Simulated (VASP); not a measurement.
# Be18H4C in VASP: further runs, part 2 of 2

VASP 6.6.1. Earlier steps stand in the parts before.

## (4) Single point, PBEsol

INCAR

```
ALGO = Fast ; EDIFF = 1E-6
ENCUT = 520 ; GGA = PS
ISIF = 2 ; ISMEAR = -1
LASPH = True ; LCHARG = False
LREAL = Auto ; LWAVE = False
NBANDS = 39 ; NELM = 80
PREC = Accurate ; SIGMA = 0.15
```

KPOINTS

```
k-points
0
Gamma
  5 4 1
```

POSCAR

```
Be18H4C
1.0
    4.5800000000      0.0000000000      0.0000000000
    3.4350000000      5.9495950000      0.0000000000
    0.0000000000      0.0000000000     16.5884300000
Be C H
18 1 4
Direct
    0.0000000000      0.0000000000      0.0602829804
    0.5000000000      0.0000000000      0.0602829804
    0.0000000420      0.3333332773      0.0602829804
    0.5000000420      0.3333332773      0.0602829804
   -0.0000000420      0.6666667227      0.0602829804
    0.4999999580      0.6666667227      0.0602829804
   -0.1671437721      0.2224650585      0.1703221462
    0.3328929520      0.2224635458      0.1702986961
   -0.1671323975      0.5558213626      0.1703893015
    0.3328630295      0.5557995124      0.1703213023
   -0.1671196513      0.8891574973      0.1703443304
    0.3328065458      0.8891944746      0.1703173236
    0.0000105122      0.0000485747      0.2803481101
    0.4999164730      0.0000968133      0.2803801204
    0.0000723396      0.3332243623      0.2803683652
    0.5000785905      0.3332794921      0.2803476278
    0.0001418383      0.6666801690      0.2805165407
    0.4998628503      0.6666937834      0.2803854855
    0.8456267639      0.6666205011      0.5091909843
    0.5968272050      0.6924167107      0.4923093385
    1.0423007071      0.5028194356      0.4864802154
    0.8795709925      0.8002756490      0.4824613300
    0.8635763017      0.6709949165      0.5751005369
```

Potentials or basis: VASP PAW PBE potentials, release 64 (Be, C, H).

Launch:

```sh
> cat potpaw_PBE.64/Be/POTCAR potpaw_PBE.64/C/POTCAR potpaw_PBE.64/H/POTCAR > POTCAR
> mpirun -np 1 vasp_std > vasp.out
```

OUTCAR:

```text
EDIFF = 1E-6
   ENCUT = 520
   GGA = PS
   ISIF = 2
   ISMEAR = -1
   LASPH = True
   LREAL = Auto
   NELM = 80
   PREC = Accurate

 ion  position               nearest neighbor table
   1  0.000  0.000  0.060-  12 2.25  11 2.25   7 2.25   5 2.29   3 2.29   6 2.29   4 2.29   2 2.29
                             2 2.29
   2  0.500  0.000  0.060-  11 2.25  12 2.25   8 2.25   6 2.29   4 2.29   3 2.29   5 2.29   1 2.29
                             1 2.29
   3  0.000  0.333  0.060-   8 2.25   7 2.25   9 2.26   1 2.29   2 2.29   4 2.29   4 2.29   6 2.29
                             5 2.29
   4  0.500  0.333  0.060-   7 2.25   8 2.25  10 2.25   2 2.29   1 2.29   3 2.29   3 2.29   5 2.29
                             6 2.29
   5  1.000  0.667  0.060-  10 2.25   9 2.25  11 2.26   1 2.29   2 2.29   6 2.29   6 2.29   4 2.29
                             3 2.29
   6  0.500  0.667  0.060-   9 2.25  10 2.25  12 2.25   2 2.29   1 2.29   5 2.29   5 2.29   3 2.29
                             4 2.29
   7  0.833  0.222  0.170-  16 2.25   4 2.25  15 2.25   3 2.25  13 2.25   1 2.25  12 2.29  11 2.29
                             8 2.29  10 2.29   8 2.29   9 2.29
   8  0.333  0.222  0.170-   3 2.25  15 2.25   4 2.25  16 2.25   2 2.25  14 2.25  12 2.29   7 2.29
                            11 2.29  10 2.29   9 2.29   7 2.29
   9  0.833  0.556  0.170-  18 2.25   6 2.25  15 2.25   5 2.25  17 2.26   3 2.26  10 2.29  11 2.29
[... 4 lines left out ...]
                             8 2.29  10 2.29   9 2.29  12 2.29
  12  0.333  0.889  0.170-  13 2.25   1 2.25   2 2.25  14 2.25   6 2.25  18 2.26   7 2.29   8 2.29
                            11 2.29  11 2.29   9 2.29  10 2.29
  13  0.000  0.000  0.280-  12 2.25  11 2.25   7 2.25  15 2.29  16 2.29  14 2.29  18 2.29  17 2.29
                            14 2.29
  14  0.500  0.000  0.280-  11 2.25  12 2.25   8 2.25  15 2.29  16 2.29  13 2.29  13 2.29  18 2.29
                            17 2.29
  15  0.000  0.333  0.280-   8 2.25   7 2.25   9 2.25  14 2.29  13 2.29  16 2.29  16 2.29  18 2.29
                            17 2.29
  16  0.500  0.333  0.280-   7 2.25   8 2.25  10 2.25  14 2.29  13 2.29  15 2.29  18 2.29  17 2.29
                            15 2.29
  17  0.000  0.667  0.281-  10 2.25   9 2.26  11 2.26  18 2.29  13 2.29  16 2.29  14 2.29  15 2.29
                            18 2.29
  18  0.500  0.667  0.280-   9 2.25  10 2.25  12 2.26  17 2.29  13 2.29  16 2.29  14 2.29  15 2.29
                            17 2.29
  19  0.846  0.667  0.509-  23 1.10  21 1.10  20 1.10  22 1.10
  20  0.597  0.692  0.492-  19 1.10
[... 205 lines left out ...]
 maximum number of plane-waves:     12198
 NGX is ok and might be reduce to    36
   NGX = 17   NGY = 25   NGZ = 61

 number of electron      43.9999999 magnetization

 Free energy of the ion-electron system (eV)
  ---------------------------------------------------
  ext. energy  EPLUGINS =         0.00000000
  ---------------------------------------------------
  free energy    TOTEN  =       -89.44043005 eV

  energy without entropy =      -89.06334658  energy(sigma->0) =      -89.25188832

 E-fermi :  -1.1955     XC(G=0):  -5.4025

 val. band max:       -1.2330580672   @ k =   0.0000   0.0000   0.0000
 cond. band min:      -1.1759288969   @ k =   0.4000  -0.0000   0.0000
 fundamental gap:      0.0571291703
 Fermi energy:        -1.1954728668

 k-point     1 :       0.0000    0.0000    0.0000
  band No.  band energies     occupation
      1     -12.9295      2.00000
      2     -10.7450      2.00000
      3      -8.5382      2.00000
      4      -7.5979      2.00000
      5      -7.5975      2.00000
      6      -5.4607      2.00000
[... 396 lines left out ...]
     33       4.1543      0.00000
     34       4.1616      0.00000
 [bands above 34 left out]

------------------------ aborting loop because EDIFF is reached ----------------------------------------

  FORCE on cell =-STRESS in cart. coord.  units (eV):
  Direction    XX          YY          ZZ          XY          YZ          ZX
  --------------------------------------------------------------------------------------
  -------------------------------------------------------------------------------------
  Total      -13.7438366    -13.2360403      0.2507359     -0.1475753     -0.0012888     -0.0027394
  in kB      -48.7147412    -46.9148678      0.8887281     -0.5230774     -0.0045683     -0.0097097
  external PRESSURE =     -31.5802937 kB  Pullay stress =       0.0000000 kB

 VOLUME and BASIS-vectors are now :
 -----------------------------------------------------------------------------
  energy-cutoff  :      520.00
  volume of cell :      452.02
      direct lattice vectors                 reciprocal lattice vectors
     4.580000000  0.000000000  0.000000000     0.218340611 -0.126059001  0.000000000
     3.435000000  5.949595000  0.000000000     0.000000000  0.168078668  0.000000000
     0.000000000  0.000000000 16.588430000     0.000000000  0.000000000  0.060282980

 POSITION                                       TOTAL-FORCE (eV/Angst)
 -----------------------------------------------------------------------------------
      0.00000      0.00000      1.00000        -0.000182      0.002017     -0.013723
      2.29000      0.00000      1.00000         0.000547     -0.000378     -0.012932
      1.14500      1.98320      1.00000        -0.001587     -0.000078     -0.012729
      3.43500      1.98320      1.00000         0.001937     -0.001090     -0.013862
      6.87000      3.96640      1.00000        -0.001142      0.000084     -0.009203
      4.58000      3.96640      1.00000         0.001441     -0.000315     -0.012833
[... 15 lines left out ...]
      6.77738      4.76132      8.00328         0.018024      0.025879     -0.015711
      6.26005      3.99215      9.54001         0.003832      0.001094      0.031462
 -----------------------------------------------------------------------------------
    total drift:                               -0.001694      0.000056      0.006890

  FREE ENERGIE OF THE ION-ELECTRON SYSTEM (eV)
  ---------------------------------------------------
  free  energy   TOTEN  =       -89.4404300498 eV

  energy  without entropy=      -89.0633465847  energy(sigma->0) =      -89.25188832
```

OSZICAR:

```text
N       E                     dE             d eps       ncg     rms          rms(c)
DAV:   1     0.119831314001E+03    0.11983E+03   -0.14717E+04   858   0.847E+02
DAV:   2    -0.803986097985E+02   -0.20023E+03   -0.19171E+03  1169   0.166E+02
DAV:   3    -0.960361027039E+02   -0.15637E+02   -0.15378E+02  1108   0.425E+01
DAV:   4    -0.965629220102E+02   -0.52682E+00   -0.52630E+00  1101   0.844E+00
[... 12 lines left out ...]
RMM:  17    -0.894403807676E+02   -0.10800E-03   -0.54514E-05  1114   0.228E-02    0.353E-03
RMM:  18    -0.894404106557E+02   -0.29888E-04   -0.15398E-05   946   0.108E-02    0.290E-03
RMM:  19    -0.894404279497E+02   -0.17294E-04   -0.60318E-06   871   0.642E-03    0.198E-03
RMM:  20    -0.894404297894E+02   -0.18397E-05   -0.16021E-06   810   0.333E-03    0.388E-04
RMM:  21    -0.894404300498E+02   -0.26034E-06   -0.45056E-07   615   0.200E-03
   1 F= -.89440430E+02 E0= -.89251888E+02  d E =-.377083E+00
```

Run time: 4.9 min. Hardware: 1 thread of AMD EPYC 9R14 (Zen 4), shared host; peak memory 0.54 GiB.

What came out:

```
Free energy            : -89.4404 eV
Largest force          : 0.037 eV/Å
Band gap on the k mesh : none (metal or under the smearing width)
```

Forces on the atoms (eV/Å):
```
Be   0.000  0.002 -0.014
Be   0.001  0.000 -0.013
Be  -0.002  0.000 -0.013
Be   0.002 -0.001 -0.014
Be  -0.001  0.000 -0.009
Be   0.001  0.000 -0.013
Be   0.000  0.000  0.000
Be   0.000  0.000  0.000
Be   0.000  0.000  0.000
Be   0.000  0.000  0.000
Be   0.000  0.000  0.000
Be   0.000  0.000  0.000
Be   0.000  0.000  0.012
Be   0.000  0.000  0.012
Be   0.000  0.000  0.012
Be   0.000  0.000  0.012
Be   0.000  0.000  0.012
Be   0.000  0.000  0.012
C   -0.005  0.001  0.010
H   -0.032  0.004 -0.008
H    0.013 -0.032 -0.014
H    0.018  0.026 -0.016
H    0.004  0.001  0.031
```

Levels at points of the mesh, in eV from the Fermi level:
```
           k point  band 18  band 19  band 20  band 21  band 22  band 23  band 24  band 25  band 26  band 27
(0.00, 0.00, 0.00)    -1.81    -1.75    -0.87    -0.87    -0.04    -0.04     2.10     2.10     2.86     3.60
(0.00, 0.50, 0.00)    -1.81    -1.74    -1.74    -0.82    -0.80    -0.04    -0.04     2.86     2.86     3.60
```

Caveat: the PAW data sets were made with another functional, which shifts forces and pressure a little.

## (5) Single point, PBEsol

INCAR

```
PREC = Accurate
ENCUT = 520
EDIFF = 1E-6
ISMEAR = -1
SIGMA = 0.15
LREAL = Auto
LASPH = T
NELM = 80
ALGO = Fast
ISIF = 2
LWAVE = F
LCHARG = F
GGA = PS
NBANDS = 39
```

KPOINTS

```
regular mesh
0
Gamma
  5 4 1
```

POSCAR

```
Be18H4C
1.0
    4.5800000000      0.0000000000      0.0000000000
    3.4350000000      5.9495950000      0.0000000000
    0.0000000000      0.0000000000     16.5884300000
Be C H
18 1 4
Direct
    0.0000000000      0.0000000000      0.0602829804
    0.5000000000      0.0000000000      0.0602829804
    0.0000000420      0.3333332773      0.0602829804
    0.5000000420      0.3333332773      0.0602829804
   -0.0000000420      0.6666667227      0.0602829804
    0.4999999580      0.6666667227      0.0602829804
   -0.1671194217      0.2224704371      0.1703147314
    0.3328778213      0.2224598481      0.1703005649
   -0.1671172011      0.5558124545      0.1703688655
    0.3328612779      0.5558082525      0.1703354688
   -0.1671253101      0.8891551442      0.1703572912
    0.3328274480      0.8891939703      0.1702992990
    0.0000443881      0.0000645422      0.2803321351
    0.4999034564      0.0000818543      0.2803869926
    0.0000470585      0.3332467168      0.2803766239
    0.5001273354      0.3332561292      0.2803277345
    0.0000994537      0.6666673950      0.2805498772
    0.4999297969      0.6667087424      0.2803393088
    0.9310556510      0.6643371524      0.5094867326
    0.6835844600      0.6879985949      0.4925005561
    1.1300122464      0.5018343265      0.4864030532
    0.9612992015      0.7999862175      0.4832229451
    0.9491307450      0.6676032570      0.5754184694
```

Potentials or basis: VASP PAW PBE potentials, release 64 (Be, C, H).

Launch:

```sh
> cat potpaw_PBE.64/Be/POTCAR potpaw_PBE.64/C/POTCAR potpaw_PBE.64/H/POTCAR > POTCAR
> mpirun -np 1 vasp_std > vasp.out
```

OUTCAR:

```text
PREC = Accurate
   ENCUT = 520
   EDIFF = 1E-6
   ISMEAR = -1
   LREAL = Auto
   LASPH = T
   NELM = 80
   ISIF = 2
   GGA = PS

 ion  position               nearest neighbor table
   1  0.000  0.000  0.060-  12 2.25  11 2.25   7 2.25   5 2.29   3 2.29   6 2.29   4 2.29   2 2.29
                             2 2.29
   2  0.500  0.000  0.060-  11 2.25  12 2.25   8 2.25   6 2.29   4 2.29   3 2.29   5 2.29   1 2.29
                             1 2.29
   3  0.000  0.333  0.060-   8 2.25   7 2.25   9 2.26   1 2.29   2 2.29   4 2.29   4 2.29   6 2.29
                             5 2.29
   4  0.500  0.333  0.060-   7 2.25   8 2.25  10 2.25   2 2.29   1 2.29   3 2.29   3 2.29   5 2.29
                             6 2.29
   5  1.000  0.667  0.060-  10 2.25   9 2.25  11 2.26   1 2.29   2 2.29   6 2.29   6 2.29   4 2.29
                             3 2.29
   6  0.500  0.667  0.060-   9 2.25  10 2.25  12 2.25   2 2.29   1 2.29   5 2.29   5 2.29   3 2.29
                             4 2.29
   7  0.833  0.222  0.170-  16 2.25   4 2.25   3 2.25  15 2.25  13 2.25   1 2.25  12 2.29  11 2.29
                             8 2.29   8 2.29  10 2.29   9 2.29
   8  0.333  0.222  0.170-   3 2.25  15 2.25   4 2.25  16 2.25   2 2.25  14 2.26  12 2.29  11 2.29
                             7 2.29   7 2.29   9 2.29  10 2.29
   9  0.833  0.556  0.170-  18 2.25   6 2.25  15 2.25   5 2.25   3 2.26  17 2.26  10 2.29  11 2.29
[... 652 lines left out ...]
     33       4.1541      0.00000
     34       4.1617      0.00000
 [bands above 34 left out]

------------------------ aborting loop because EDIFF is reached ----------------------------------------

  FORCE on cell =-STRESS in cart. coord.  units (eV):
  Direction    XX          YY          ZZ          XY          YZ          ZX
  --------------------------------------------------------------------------------------
  -------------------------------------------------------------------------------------
  Total      -13.7442105    -13.2389979      0.2585688     -0.1473168      0.0009708     -0.0060524
  in kB      -48.7160664    -46.9253511      0.9164916     -0.5221612      0.0034411     -0.0214525
  external PRESSURE =     -31.5749753 kB  Pullay stress =       0.0000000 kB

 VOLUME and BASIS-vectors are now :
 -----------------------------------------------------------------------------
  energy-cutoff  :      520.00
  volume of cell :      452.02
      direct lattice vectors                 reciprocal lattice vectors
     4.580000000  0.000000000  0.000000000     0.218340611 -0.126059001  0.000000000
     3.435000000  5.949595000  0.000000000     0.000000000  0.168078668  0.000000000
     0.000000000  0.000000000 16.588430000     0.000000000  0.000000000  0.060282980

 POSITION                                       TOTAL-FORCE (eV/Angst)
 -----------------------------------------------------------------------------------
      0.00000      0.00000      1.00000         0.000093      0.001551     -0.014069
      2.29000      0.00000      1.00000         0.000595      0.000004     -0.013046
      1.14500      1.98320      1.00000        -0.001363     -0.000601     -0.012784
      3.43500      1.98320      1.00000         0.001971     -0.000747     -0.014267
      6.87000      3.96640      1.00000        -0.000156      0.000325     -0.008508
      4.58000      3.96640      1.00000         0.000715     -0.000589     -0.013945
[... 15 lines left out ...]
      7.15070      4.75959      8.01591         0.018127      0.026428     -0.016047
      6.64024      3.97197      9.54529         0.003648      0.000142      0.032932
 -----------------------------------------------------------------------------------
    total drift:                               -0.003636      0.001168      0.008585

  FREE ENERGIE OF THE ION-ELECTRON SYSTEM (eV)
  ---------------------------------------------------
  free  energy   TOTEN  =       -89.4401748595 eV

  energy  without entropy=      -89.0630884085  energy(sigma->0) =      -89.25163163
```

stdout:

```text
POSCAR found type information on POSCAR BeC H
 POSCAR found :  3 types and      23 ions
 scaLAPACK will be used
 -----------------------------------------------------------------------------
|                                                                             |
|                                                                             |
|     You enforced a specific xc type in the INCAR file but a different       |
|     I HOPE YOU KNOW WHAT YOU ARE DOING!                                     |
|                                                                             |
 -----------------------------------------------------------------------------

 LDA part: xc-table for (Slater+PW92), standard interpolation
 POSCAR, INCAR and KPOINTS ok, starting setup
 FFT: planning ... GRIDC
 FFT: planning ... GRID_SOFT
 FFT: planning ... GRID
 WAVECAR not read
 entering main loop
```

Wall time 5.6 min (1 thread of AMD EPYC 9R14 (Zen 4), shared host); peak memory 0.54 GiB.

What came out:

- Free energy: -89.4402 eV
- Largest force: 0.037 eV/Å
- Band gap on the k mesh: none (metal or under the smearing width)

Forces in eV/Å, atoms in the order of the input:
```
Be   0.000  0.002 -0.014
Be   0.001  0.000 -0.013
Be  -0.001 -0.001 -0.013
Be   0.002 -0.001 -0.014
Be   0.000  0.000 -0.009
Be   0.001 -0.001 -0.014
Be   0.000  0.000  0.000
Be   0.000  0.000  0.000
Be   0.000  0.000  0.000
Be   0.000  0.000  0.000
Be   0.000  0.000  0.000
Be   0.000  0.000  0.000
Be   0.000  0.000  0.012
Be   0.000  0.000  0.012
Be   0.000  0.000  0.012
Be   0.000  0.000  0.012
Be   0.000  0.000  0.012
Be   0.000  0.000  0.012
C   -0.005  0.003  0.011
H   -0.033  0.003 -0.008
H    0.013 -0.032 -0.014
H    0.018  0.026 -0.016
H    0.004  0.000  0.033
```

Levels at points of the mesh, in eV from the Fermi level:
| k point | band 19 | band 20 | band 21 | band 22 | band 23 | band 24 | band 25 | band 26 |
| --- | --- | --- | --- | --- | --- | --- | --- | --- |
| (0.00, 0.00, 0.00) | -1.75 | -0.87 | -0.87 | -0.04 | -0.04 | 2.10 | 2.10 | 2.86 |
| (0.00, 0.50, 0.00) | -1.74 | -1.74 | -0.82 | -0.80 | -0.04 | -0.04 | 2.86 | 2.86 |

Caveat: the PAW data sets were made with another functional, which shifts forces and pressure a little.
